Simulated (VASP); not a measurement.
A run of VASP 6.6.1:

INCAR

```
SYSTEM = Cd2S
ALGO     = Normal         ! electronic algorithm
EDIFF    = 1E-7           ! SCF threshold, eV
ENCUT    = 520            ! plane-wave cutoff, eV
GGA      = PS             ! functional
ISIF     = 2              ! what is computed and relaxed
ISMEAR   = -1             ! smearing method
LASPH    = .True.         ! aspherical terms in the spheres
LCHARG   = .False.        ! write CHGCAR
LREAL    = .False.        ! projectors in reciprocal space
LWAVE    = .False.        ! write WAVECAR
NBANDS   = 22             ! bands
NELM     = 100            ! most SCF steps
PREC     = Accurate       ! precision mode
SIGMA    = 0.05           ! smearing width, eV
```

Contents of KPOINTS:

```
k-points
0
Gamma
  8 8 5
  0 0 0
```

POSCAR

```
Cd2S
1.0
    3.9626700490      0.0000000000      0.0000000000
   -1.9813350245      3.4317729293      0.0000000000
    0.0000000000      0.0000000000      5.8091920000
Cd S
2 1
Direct
    0.3259980000      0.6588130000      0.9341010000
    0.6845870000      0.3509070000      0.5721140000
    0.3188960000      0.6570270000      0.3586720000
```

Potentials or basis: VASP PAW PBE potentials, release 64 (Cd, S).

Command:

```sh
$ cat potpaw_PBE.64/Cd/POTCAR potpaw_PBE.64/S/POTCAR > POTCAR
$ mpirun -np 1 vasp_std > vasp.out
```

Hardware: 1 thread of Intel(R) Xeon(R) 6975P-C (Granite Rapids), on a shared host.

**Question.** Estimate the wall time of this run.

**Answer.** It took 2.5 min on 1 thread of Intel(R) Xeon(R) 6975P-C (Granite Rapids), with other jobs on the host, peak memory 0.38 GiB. Counts: scf iterations 15, k points 162.
